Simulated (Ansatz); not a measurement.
# MgB2 in Ansatz: convergence with scf exx energy threshold

Input of the first run (scf exx energy threshold 0.01); the others differ in this setting and in those tied to it:

The input input.yaml:

```yaml
crystal:
  lattice:
    - [3.085, 0.0, 0.0]
    - [-1.5425, 2.6716883707, 0.0]
    - [0.0, 0.0, 3.523]
  atoms:
    - { symbol: Mg, position: [0.0, 0.0, 0.0] }
    - { symbol: B, position: [0.6666666667, 0.3333333333, 0.5] }
    - { symbol: B, position: [0.3333333333, 0.6666666667, 0.5] }
hamiltonian:
  xc: hse06
  pseudopotentials: { kind: nc, accuracy: stringent }
kpoints:
  mp_grid: { grid: [5, 5, 4] }
scf:
  occupations: { method: cold, width: 0.05 }
  exx: { energy_threshold: 0.01 }
output:
  forces: true
  stress: true
  eigenvalues: true
```

Potentials or basis: PseudoDojo stringent (PBE files).

Launch:

```sh
$ ansatz run input.yaml --threads 2 --pin off --max-ram 5632MiB --backend cpu --events-out ev --progress --plain --runs-dir out
```

Hardware: 2 threads of Intel(R) Xeon(R) Processor @ 2.50GHz (Skylake/Cascade Lake), with other jobs on the host.

```tsv
scf exx energy threshold	energy less the tightest run, at zero smearing (meV/atom)	SCF cycles	CPU time (s)	peak memory (GiB)
0.01	0.00	13	110	1.2
0.001	0.00	13	100	1.2
0.0001	0.00	13	100	1.2
1e-05	0.00	13	110	1.2
1e-06	0.00	13	100	1.2
1e-07	0.00	14	110	1.2
```

Against the tightest run, the energy stays within 1 meV/atom from 0.01 on. The tightest run that finished is the yardstick and may itself not be fully converged.

Caveat, for the tightest run too: the k mesh is coarse (spacing up to 0.47 Å⁻¹), so the values aren't converged, least of all with exact exchange.
